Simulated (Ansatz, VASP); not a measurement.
## NaHF2: VASP beside Ansatz

```xyz
4
Lattice="1.6762 0.9678 4.5157 -1.6762 0.9678 4.5157 0.0000 -1.9355 4.5157" Properties=species:S:1:pos:R:3 pbc="T T T"
Na    0.0000    0.0000    0.0000
H     0.0000    0.0000    6.7736
F     0.0000    0.0000    5.6372
F     0.0000    0.0000    7.9100
```

Alike in both runs: task relaxation of cell and atoms; functional LDA; k mesh 9 × 9 × 9; occupations gaussian, width 0.02 eV; no spin polarisation.

|  | VASP | Ansatz |
| --- | --- | --- |
| version | VASP 6.6.1 | Ansatz 0.2.0 |
| potentials or method | VASP PAW LDA potentials, release 64 (Na_pv, H, F) | scalar-relativistic, plane waves, PAW |
| plane-wave cutoff (eV) | 600 | 420 |
| valence electrons in the cell | 22 | 24 |

Ansatz gave:

```
gap on the k mesh at the Fermi level, each at its own relaxed structure (eV) : 6.90
relaxed volume (Å³/atom)                                                     : 10.96
relaxed cell length with the largest relative difference (Å)                 : 4.917
```

Task: Which values does VASP return?

Result: gap on the k mesh at the Fermi level, each at its own relaxed structure (eV): 6.89; relaxed volume (Å³/atom): 10.89; relaxed cell length with the largest relative difference (Å): 4.926.

The two sets of potentials don't hold the same shells in valence.

Caveats: an odd mesh through Γ misses points on the zone boundary, where band edges often lie. Zero-point motion and thermal expansion aren't in these numbers.
